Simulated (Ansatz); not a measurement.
# The blue phosphorene bilayer (AB) between two gates

Wanted: Fermi level and gate voltage of the blue phosphorene bilayer (AB) as it is charged.

Main program and level: Ansatz 0.2.0; plane-wave DFT, PBE-D3(BJ), Ansatz PAW.

## 1. Set-up

The cell holds 4 atoms: 4 P. Cell: a = 3.280 Å, b = 3.280 Å, c = 42.380 Å, α = 90.0°, β = 90.0°, γ = 120.0°. Regions: layer 1: blue phosphorene, 2 atoms (2 P); layer 2: blue phosphorene, 2 atoms (2 P). Vacuum lies along c.

## 2. Relaxing the slab

The starting cell is a guess, so the in-plane lattice and the atoms are relaxed first, with the slab cut off from its images along the normal.

Input file input.yaml:

```yaml
crystal:
  lattice:
    - [3.28, 0.0, 0.0]
    - [-1.64, 2.8405633244, 0.0]
    - [0.0, 0.0, 42.3799999985]
  atoms:
    - { symbol: P, position: [0.6666666667, 0.3333333333, 0.4329872582] }
    - { symbol: P, position: [0.3333333333, 0.6666666667, 0.4622463426] }
    - { symbol: P, position: [0.0, 0.0, 0.5377536574] }
    - { symbol: P, position: [0.6666666667, 0.3333333333, 0.5670127418] }
  periodic: [true, true, false]
kpoints:
  mp_grid: { grid: [12, 12, 1] }
hamiltonian:
  xc: pbe
  dispersion: d3bj
scf:
  occupations: { method: fermi_dirac, width: 0.05 }
  convergence: { dr2_threshold: 1.0e-09 }
relax:
  f_tol: 0.004
  max_steps: 90
  cell: {}
output:
  write_potential: true
  write_density: true
  volumetric_format: npy
```

Run with:

```bash
$ ansatz run input.yaml --threads 4 --pin off --max-ram 12288MiB --backend cpu --events-out ev --progress --plain --runs-dir out
```

Numbers of over 12 decimals in the logs are rounded to 6 here.

Output:

```text
Warning: relax.cell: scf.convergence.dr2_threshold = 1e-9 eV is looser than the 1.62692628179e-10 eV advised for a relaxation that steers and ends on the stress (1e-10 eV for each atom of the cell: 4, times the square of relax.cell.stress_2d_tol = 0.05 N/m over 15.7 Å (the atoms' height at the walk's start and 5 Å past either face), 3.189e-2 GPa, over a crystal's default 0.05). What an SCF threshold leaves in a stress goes as its square root, and in the free energy as the threshold itself, and one threshold admits the most on a small cell: [figures from the program's tests cut] Set scf.convergence.dr2_threshold to 1.62692628179e-10 eV or tighter. [rest of the remark cut]
Engine: ansatz 0.2.0, aarch64-unknown-linux-gnu
Pseudopotentials: kind: paw
Pseudopotential: P, paw, valence charge 5, recommended cutoff 420 eV (normal), P.paw.azcp
Functional definition: PBE
  parameter kappa = 0.804
  parameter beta = 0.066725
  exchange = pbe_x(kappa = kappa, mu = beta*pi^2/3)
  correlation = pbe_c(beta = beta)
Crystal: 4 atoms, lattice volume = 394.856 Å³
Basis set: ecut = 420 eV, 7881 PW (Γ), exchange–correlation on 48×48×576 points (8 copies of the dense FFT grid, shifted against one another)
Bands: 14, of which v1, the nominal top of the filled ones, is band 10 counted from 1 (9 counted from 0)
Symmetry: 12 space group operations
Space group: P-3m1 (ITA 164), of the structure as read, at distance tolerance 7.3e-5 Å
k-points: 19 of 144
Non-local potential: P, projectors of the file, l = 0: 2, l = 1: 2, l = 2: 2
PAW form: soft (Blöchl's): semilocal exchange-correlation on the pseudo side does not see the compensation charge
PAW one-centre angular grid: P, 110 points (default); XC on 64 Gauss nodes
Initial density: superposition of atomic densities (neutral atoms: chi_scale 0, normalization atom), corrected by the library's trained network
Initial wavefunctions: pseudopotential atomic-orbital guess
Functional: x = pbe(κ = 0.804, μ = 0.219515), c = pbe(β = 0.066725)
SCF iter   1: F=—  HF=-3023.640759 eV  |F-HF|=—  |Δ(HF+E_count)|=         —  Δρ=1.07e-3  dr2=2.55e-2  ethr=1.77e-3  ⟨swp⟩=13.3  Hψ=2876  notcnv=0
preconditioner: auto → Resta (q_TF=auto, 1.660 Å⁻¹)  ε∞=1.9  [insulator: Δε(μ)=1.039 eV  Ē_g=8.759 eV  σ=0.050 eV  W_gap=1.00  n_scr=22 (ndim 8)  ℏωp=8.4 eV  f_vac=0.760  D(μ)=0.00/eV (n_scr^D=0)  ε∞_Penn≈1.9  vacuum switching on, ρ_ref=5.6e-3 e/Å³]
SCF iter   2: F=—  HF=-3023.641025 eV  |F-HF|=—  |Δ(HF+E_count)|=   2.66e-4  Δρ=1.15e-3  dr2=2.47e-2  ethr=1.28e-4  ⟨swp⟩=3.6  Hψ=756  notcnv=0
SCF iter   3: F=—  HF=-3023.637999 eV  |F-HF|=—  |Δ(HF+E_count)|=   3.03e-3  Δρ=4.65e-4  dr2=1.59e-3  ethr=1.24e-4  ⟨swp⟩=2.1  Hψ=417  notcnv=0
SCF iter   4: F=—  HF=-3023.638123 eV  |F-HF|=—  |Δ(HF+E_count)|=   1.24e-4  Δρ=1.08e-4  dr2=4.35e-5  ethr=7.94e-6  ⟨swp⟩=3.4  Hψ=555  notcnv=0
SCF iter   5: F=—  HF=-3023.638148 eV  |F-HF|=—  |Δ(HF+E_count)|=   2.47e-5  Δρ=2.60e-5  dr2=3.01e-6  ethr=2.18e-7  ⟨swp⟩=3.1  Hψ=583  notcnv=0
SCF iter   6: F=—  HF=-3023.638152 eV  |F-HF|=—  |Δ(HF+E_count)|=   3.84e-6  Δρ=4.92e-6  dr2=1.17e-7  ethr=1.51e-8  ⟨swp⟩=2.9  Hψ=573  notcnv=0
SCF iter   7: F=—  HF=-3023.638160 eV  |F-HF|=—  |Δ(HF+E_count)|=   8.49e-6  Δρ=1.05e-6  dr2=5.44e-9  ethr=5.86e-10  ⟨swp⟩=2.9  Hψ=533  notcnv=0
SCF iter   8: F=-3023.638160 eV  HF=-3023.638160 eV  |F-HF|=1.11e-10  |Δ(HF+E_count)|=   7.35e-9  Δρ=1.09e-7  dr2=4.08e-11  ethr=5.00e-12  ⟨swp⟩=12.5  Hψ=2395  notcnv=0
SCF 1 converged in 8 iterations: F = -3023.638160 eV  dr2 = 4.08e-11
  greatest PAW one-centre occupation: 0.819 electrons in one spin orbital (limit 2), on the P atom at site 2 (counted from 0), in its partial waves of l = 0
relax step   1: F+E_penalty+E_count = -3023.63816030 eV  Δ(F+E_penalty+E_count) = +0.000e0 eV  max|allowed force component| = 6.090e-2 eV/Å  Δτ_max = 0.0000 Å  P = -1.068 N/m  Ω = 394.856 Å³  fix = [c, alpha, beta]  reactions: c -0.000 N/m  (8 SCF iters, accepted)
Crystal: 4 atoms, lattice volume = 390.716 Å³
Basis set: ecut = 420 eV, 7797 PW (Γ), exchange–correlation on 48×48×576 points (8 copies of the dense FFT grid, shifted against one another)
Initial density: handed on by an earlier stage of this run
Initial wavefunctions: those handed on with the density
iter 1 solved again at ethr=1.03e-4 eV; its pass at ethr=3.10e-3 eV (dr2=2.07e-2 eV) is discarded
SCF iter   1: F=—  HF=-3023.643695 eV  |F-HF|=—  |Δ(HF+E_count)|=         —  Δρ=2.98e-3  dr2=2.05e-2  ethr=1.03e-4  ⟨swp⟩=2.9  Hψ=3180  notcnv=0
preconditioner: auto → Resta (q_TF=auto, 1.662 Å⁻¹)  ε∞=1.9  [insulator: Δε(μ)=1.224 eV  Ē_g=8.788 eV  σ=0.050 eV  W_gap=1.00  n_scr=22 (ndim 8)  ℏωp=8.4 eV  f_vac=0.751  D(μ)=0.00/eV (n_scr^D=0)  ε∞_Penn≈1.9  vacuum switching on, ρ_ref=5.6e-3 e/Å³]
SCF iter   2: F=—  HF=-3023.642850 eV  |F-HF|=—  |Δ(HF+E_count)|=   8.45e-4  Δρ=1.50e-3  dr2=7.77e-3  ethr=1.03e-4  ⟨swp⟩=2.5  Hψ=364  notcnv=0
SCF iter   3: F=—  HF=-3023.643778 eV  |F-HF|=—  |Δ(HF+E_count)|=   9.28e-4  Δρ=8.92e-4  dr2=1.10e-2  ethr=3.89e-5  ⟨swp⟩=2.9  Hψ=467  notcnv=0
SCF iter   4: F=—  HF=-3023.642582 eV  |F-HF|=—  |Δ(HF+E_count)|=   1.20e-3  Δρ=1.09e-4  dr2=4.45e-5  ethr=3.89e-5  ⟨swp⟩=2.2  Hψ=348  notcnv=0
SCF iter   5: F=—  HF=-3023.642614 eV  |F-HF|=—  |Δ(HF+E_count)|=   3.20e-5  Δρ=3.20e-5  dr2=6.73e-6  ethr=2.22e-7  ⟨swp⟩=3.7  Hψ=665  notcnv=0
SCF iter   6: F=—  HF=-3023.642614 eV  |F-HF|=—  |Δ(HF+E_count)|=   1.22e-7  Δρ=5.13e-6  dr2=6.73e-8  ethr=3.37e-8  ⟨swp⟩=2.8  Hψ=501  notcnv=0
SCF iter   7: F=—  HF=-3023.642623 eV  |F-HF|=—  |Δ(HF+E_count)|=   9.06e-6  Δρ=1.40e-6  dr2=9.78e-9  ethr=3.37e-10  ⟨swp⟩=3.5  Hψ=626  notcnv=0
SCF iter   8: F=-3023.642623 eV  HF=-3023.642623 eV  |F-HF|=1.82e-10  |Δ(HF+E_count)|=   5.65e-9  Δρ=2.32e-7  dr2=3.83e-10  ethr=5.00e-12  ⟨swp⟩=9.6  Hψ=2403  notcnv=0
SCF 2 converged in 8 iterations: F = -3023.642623 eV  dr2 = 3.83e-10
relax step   2: F+E_penalty+E_count = -3023.64262297 eV  Δ(F+E_penalty+E_count) = -4.463e-3 eV  max|allowed force component| = 1.049e-1 eV/Å  Δτ_max = 0.0855 Å  P = -0.469 N/m  Ω = 390.716 Å³  energy of the carried Pulay correction = +1.073e-4 eV  fix = [c, alpha, beta]  reactions: c -0.000 N/m  (8 SCF iters, accepted)
Crystal: 4 atoms, lattice volume = 388.334 Å³
Basis set: ecut = 420 eV, 7737 PW (Γ), exchange–correlation on 48×48×576 points (8 copies of the dense FFT grid, shifted against one another)
iter 1 solved again at ethr=6.79e-6 eV; its pass at ethr=3.10e-3 eV (dr2=1.36e-3 eV) is discarded
SCF iter   1: F=—  HF=-3023.642870 eV  |F-HF|=—  |Δ(HF+E_count)|=         —  Δρ=7.39e-4  dr2=1.39e-3  ethr=6.79e-6  ⟨swp⟩=4.2  Hψ=3141  notcnv=0
preconditioner: auto → Resta (q_TF=auto, 1.664 Å⁻¹)  ε∞=1.9  [insulator: Δε(μ)=1.197 eV  Ē_g=8.844 eV  σ=0.050 eV  W_gap=1.00  n_scr=22 (ndim 8)  ℏωp=8.4 eV  f_vac=0.753  D(μ)=0.00/eV (n_scr^D=0)  ε∞_Penn≈1.9  vacuum switching on, ρ_ref=5.7e-3 e/Å³]
SCF iter   2: F=—  HF=-3023.642733 eV  |F-HF|=—  |Δ(HF+E_count)|=   1.37e-4  Δρ=3.66e-4  dr2=4.71e-4  ethr=6.79e-6  ⟨swp⟩=2.1  Hψ=343  notcnv=0
SCF iter   3: F=—  HF=-3023.642764 eV  |F-HF|=—  |Δ(HF+E_count)|=   3.14e-5  Δρ=2.01e-4  dr2=5.62e-4  ethr=2.36e-6  ⟨swp⟩=2.6  Hψ=443  notcnv=0
SCF iter   4: F=—  HF=-3023.642705 eV  |F-HF|=—  |Δ(HF+E_count)|=   5.93e-5  Δρ=2.90e-5  dr2=3.25e-6  ethr=2.36e-6  ⟨swp⟩=2.1  Hψ=355  notcnv=0
SCF iter   5: F=—  HF=-3023.642709 eV  |F-HF|=—  |Δ(HF+E_count)|=   3.92e-6  Δρ=4.36e-6  dr2=1.13e-7  ethr=1.62e-8  ⟨swp⟩=3.6  Hψ=635  notcnv=0
SCF iter   6: F=—  HF=-3023.642718 eV  |F-HF|=—  |Δ(HF+E_count)|=   8.86e-6  Δρ=1.29e-6  dr2=7.31e-9  ethr=5.65e-10  ⟨swp⟩=3.1  Hψ=526  notcnv=0
SCF iter   7: F=-3023.642718 eV  HF=-3023.642718 eV  |F-HF|=5.00e-11  |Δ(HF+E_count)|=   2.62e-9  Δρ=2.80e-7  dr2=3.39e-10  ethr=5.00e-12  ⟨swp⟩=12.3  Hψ=2325  notcnv=0
SCF 3 converged in 7 iterations: F = -3023.642718 eV  dr2 = 3.39e-10
relax step   3: F+E_penalty+E_count = -3023.64271793 eV  Δ(F+E_penalty+E_count) = -9.496e-5 eV  max|allowed force component| = 1.222e-1 eV/Å  Δτ_max = 0.0234 Å  P = +0.385 N/m  Ω = 388.334 Å³  energy of the carried Pulay correction = +1.696e-4 eV  fix = [c, alpha, beta]  reactions: c +0.000 N/m  (7 SCF iters, accepted)
[...]
relax step   4: F+E_penalty+E_count = -3023.64374127 eV  Δ(F+E_penalty+E_count) = -1.023e-3 eV  max|allowed force component| = 1.010e-2 eV/Å  Δτ_max = 0.0036 Å  P = +0.029 N/m  Ω = 389.176 Å³  energy of the carried Pulay correction = +1.476e-4 eV  fix = [c, alpha, beta]  reactions: c +0.000 N/m  (7 SCF iters, accepted)
[...]
relax step   5: F+E_penalty+E_count = -3023.64374129 eV  Δ(F+E_penalty+E_count) = -1.559e-8 eV  max|allowed force component| = 3.844e-3 eV/Å  Δτ_max = 0.0078 Å  P = -0.035 N/m  Ω = 389.447 Å³  energy of the carried Pulay correction = +1.405e-4 eV  fix = [c, alpha, beta]  reactions: c -0.000 N/m  (7 SCF iters, accepted)
Initial wavefunctions: pseudopotential atomic-orbital guess (no wavefunctions were taken with the density)
iter 1 solved again at ethr=6.08e-7 eV; its pass at ethr=3.10e-3 eV (dr2=1.22e-4 eV) is discarded
SCF iter   1: F=—  HF=-3023.643606 eV  |F-HF|=—  |Δ(HF+E_count)|=         —  Δρ=4.49e-6  dr2=8.07e-9  ethr=6.08e-7  ⟨swp⟩=5.4  Hψ=4145  notcnv=0
eigensolver tolerance schedule: the retry pair's looser diagonalisation over-reported the residual by 15071.49 of it (diagonalisation noise at an unbounded share of the residual, at the tolerance the schedule requests for it); recorded, not acted on — ethr = c·dr2/N_el stays at c = 1.0e-1
preconditioner: auto → Resta (q_TF=auto, 1.663 Å⁻¹)  ε∞=1.9  [insulator: Δε(μ)=1.213 eV  Ē_g=8.813 eV  σ=0.050 eV  W_gap=1.00  n_scr=22 (ndim 8)  ℏωp=8.4 eV  f_vac=0.752  D(μ)=0.00/eV (n_scr^D=0)  ε∞_Penn≈1.9  vacuum switching on, ρ_ref=5.6e-3 e/Å³]
SCF iter   2: F=—  HF=-3023.643619 eV  |F-HF|=—  |Δ(HF+E_count)|=   1.27e-5  Δρ=2.30e-6  dr2=2.15e-9  ethr=4.04e-11  ⟨swp⟩=5.8  Hψ=1062  notcnv=0
SCF iter   3: F=-3023.643619 eV  HF=-3023.643619 eV  |F-HF|=1.50e-9  |Δ(HF+E_count)|=   1.90e-8  Δρ=6.29e-7  dr2=2.06e-10  ethr=5.00e-12  ⟨swp⟩=14.6  Hψ=2487  notcnv=0
SCF 6 converged in 3 iterations: F = -3023.643619 eV  dr2 = 2.06e-10
relax step   6: F+E_penalty+E_count = -3023.64361859 eV  Δ(F+E_penalty+E_count) = +1.227e-4 eV  max|allowed force component| = 3.880e-3 eV/Å  Δτ_max = 0.0000 Å  P = -0.039 N/m  Ω = 389.447 Å³  fix = [c, alpha, beta]  reactions: c -0.000 N/m  stress off target by 3.87e-2 N/m on what of the cell is left free  SCF on the basis re-selected at this cell (its energy is not comparable with the rows above)  (3 SCF iters)
basis re-selected at this cell: Δ(F+E_penalty+E_count) = +1.227e-4 eV, ΔP = -0.004 N/m vs the last step (what re-selecting the basis moved, of the pressure what is left beyond the Pulay correction that the steps carried, after the strain that the cell walked since its last selection, with what the two solves' SCF thresholds leave and, on support functions, any second-order correction that the steps lacked; it is no m [...]
SCF converged after 3 iterations
Free energy (F): -3023.643619 eV
Harris-Foulkes:  -3023.643619 eV  (|F-HF|=1.50e-9)
Internal energy: -3023.643617 eV  (E = F + TS)
E sigma→0 (E₀):  -3023.643618 eV
Entropy (-TS):   -0.000001 eV (-0.000 meV/atom)
Fermi energy:    -5.007797 eV
--- Per-component energies (eV) ---
  E_band       = -228.474071
  E_kinetic    = 278.818708
  E_local      = -31001.903626  (includes V_loc(G=0)·N_el)
  E_nonlocal   = 136.133532
  E_hartree    = 15314.743517
  E_xc         = -244.339780
  E_vxc        = -240.830489  (∫ρ·V_xc dr)
  E_paw        = -2277.387903  (= ΣΔE_a)
  E_vpaw       = -30.179915  (= ΣTr[D̂ρ^β])
  E_aug_tail   = 0.000013  (compensation charges beyond the density's cutoff)
  E_ewald      = 14771.351952
  E_disp       = -1.060030  (pairwise vdW)
  E_smearing   = -0.000001  (= −TS)
  E_closure    = -0.000000  (closes the sum)
  Σ components = -3023.643619   (vs F -3023.643619, Δ=0.00e0)
--- Forces (eV/Å), atoms counted from 1 ---
  atom   1  P      0.00000000    -0.00000000    -0.00229272
  atom   2  P      0.00000000     0.00000000     0.00387994
  atom   3  P     -0.00000000    -0.00000000    -0.00387994
  atom   4  P      0.00000000     0.00000000     0.00229272
  max |Σ_I F_I| component: 7.40e-17 eV/Å
--- 2D stress c σ (N/m, compression-positive) ---
       -0.038730      -0.000000      -0.000000
       -0.000000      -0.038730      -0.000000
       -0.000000      -0.000000      -0.000000
  P = ½ c Tr σ = -0.0387 N/m
--- Band table (eV; the first three rows and the last of 19) ---
  k-point 0: bands = [... 6 lower, -6.2534, -6.2497, -6.2497, -5.7805, -2.2656, -2.2656, -2.2590, -2.1759]
  k-point 1: bands = [... 6 lower, -7.1046, -6.5185, -6.4956, -5.7285, -2.5707, -2.4774, -1.9444, -1.8429]
  k-point 2: bands = [... 6 lower, -7.0738, -7.0389, -6.9993, -5.6485, -3.2251, -3.1729, -1.3162, -1.1775]
  k-point 18: bands = [... 6 lower, -8.0334, -8.0040, -8.0040, -7.8418, -4.0566, -4.0566, -1.3446, -0.6602]
  the weakly bound empty levels are not read free of the cell's end (no_gap_told)
--- Relaxed structure (5 steps of the walk, 5 accepted, 1 SCFs on fresh bases) ---
  F+E_penalty+E_count = -3023.64361859 eV   max|allowed force component| = 3.880e-3 eV/Å   (the final SCF, on the basis selected at the relaxed cell)
  cell:  # Å, volume = 389.4473 Å³
    - [3.257456, 0.0, 0]
    - [-1.628728, 2.821040, 0]
    - [0, 0, 42.3799999985]
  atoms:
    - { symbol: P, position: [0.666667, 0.333333, 0.431277] }
    - { symbol: P, position: [0.333333, 0.666667, 0.460602] }
    - { symbol: P, position: [5.03718655806596e-18, 1.3877787809430038e-17, 0.539398] }
    - { symbol: P, position: [0.666667, 0.333333, 0.568723] }
```

The job ended after 12 s (4 threads of Arm Neoverse V1, shared host; peak memory 0.66 GiB; 46 s of CPU time).

Step by step:

```csv
step,energy less that of the first step (eV),largest force component (eV/Å),volume (Å³)
1,0.0000,0.0609,394.86
2,-0.0045,0.1049,390.72
3,-0.0046,0.1222,388.33
4,-0.0056,0.0101,389.18
5,-0.0056,0.0038,389.45
6*,-0.0055,0.0039,389.45
```

Relaxation steps marked * repeat the geometry before them on a plane-wave basis chosen anew for their cell, so energy and pressure can jump there.

Forces are held to the 12 operations that the run works with; a distortion that breaks them can't arise in this run.

```csv
cell as run,before,after,change
a (Å),3.280,3.257,-0.7 %
b (Å),3.280,3.257,-0.7 %
```

The atoms that moved most (Å, along periodic axes as changes of fractional coordinates times the final cell, across vacuum about the mean position):

```csv
atom,dx,dy,dz,length
P4,0.000,0.000,0.072,0.072
P1,0.000,0.000,-0.072,0.072
P2,0.000,0.000,-0.070,0.070
P3,0.000,0.000,0.070,0.070
```

The relaxed structure:

```cif
data_structure
_symmetry_space_group_name_H-M 'P 1'
_symmetry_Int_Tables_number 1
_cell_length_a 3.2575
_cell_length_b 3.2575
_cell_length_c 42.3800
_cell_angle_alpha 90.000
_cell_angle_beta 90.000
_cell_angle_gamma 120.000
_cell_volume 389.45
loop_
_atom_site_label
_atom_site_type_symbol
_atom_site_fract_x
_atom_site_fract_y
_atom_site_fract_z
_atom_site_occupancy
P1 P 0.66667 0.33333 0.43128 1
P2 P 0.33333 0.66667 0.46060 1
P3 P 0.00000 0.00000 0.53940 1
P4 P 0.66667 0.33333 0.56872 1
```

The lattice constant a goes from 3.280 to 3.257 Å.

[end of part 1 of 4]

[Logs are printed without paths, hosts, clocks, repeated set-up lines and the standing remarks that a program may print on its own settings, such as how far it seeks lower states.]

[Hosts, paths, dates, database ids (printed as entryN), source tags and the programs' standing remarks are cut or masked in the printed files.]

[Maps of the electrostatic potential energy from Ansatz leave out the sawtooth potential of an applied field or a dipole correction, so their vacuum need not be flat; planar profiles and work functions include it.]
